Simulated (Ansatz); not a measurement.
The elements of this relaxed crystal are hidden behind letters.

```
lattice vectors (Å)
   5.5999    0.0000    0.0000
   0.0000    6.0795    0.0000
   0.0000    0.0000    3.3096
fractional positions
X 0.0000 0.0000 0.2220
X 0.5000 0.5000 0.7780
Z 0.5000 0.0000 0.7437
Z 0.0000 0.5000 0.2563
```

Computed with DFT PBE, scalar-relativistic, plane waves, PAW in Ansatz. Settings of the last relaxation (4-atom cell): 420 eV, 8×8×16 k points, Gaussian smearing of 0.10 eV, no spin polarisation.

- Space group: Pmmn (No. 59)
- Conventional cell: a = 5.600 Å, b = 6.080 Å, c = 3.310 Å
- Volume per atom: 28.17 Å³
- Density: 6.97 g/cm³
- Energy over the elements: 0.00 eV/atom
- Gap on the 8×8×16 mesh of the 4-atom cell: 0 eV (a metal)

Energies are uncorrected and count from the elements' standard states at the same level.

Problem. X is a p-block element of period 5 and Z is a p-block element of period 5. Which elements are they?

Solution. X = In, Z = Sb, so the formula is InSb. Density times volume gives a mean mass of 6.97 × 28.17/1.6605 = 118.2 u per atom, and this set has 118.3 u. In is surrounded by 6 Sb at 3.04–3.29 Å and 2 In at 3.31 Å; Sb has 6 In at 3.04–3.29 Å and 2 Sb at 3.31 Å. Swapping In and Sb gives the same structure, so either order is right.

These runs have no spin–orbit coupling, which can matter for Sb. Symmetry constrained the relaxation, so the result can be a saddle point. Another cell of InSb relaxed alike, in F-43m (a cell as deposited in COD), lies 132 meV/atom lower, so this cell isn't the stable form at this level.
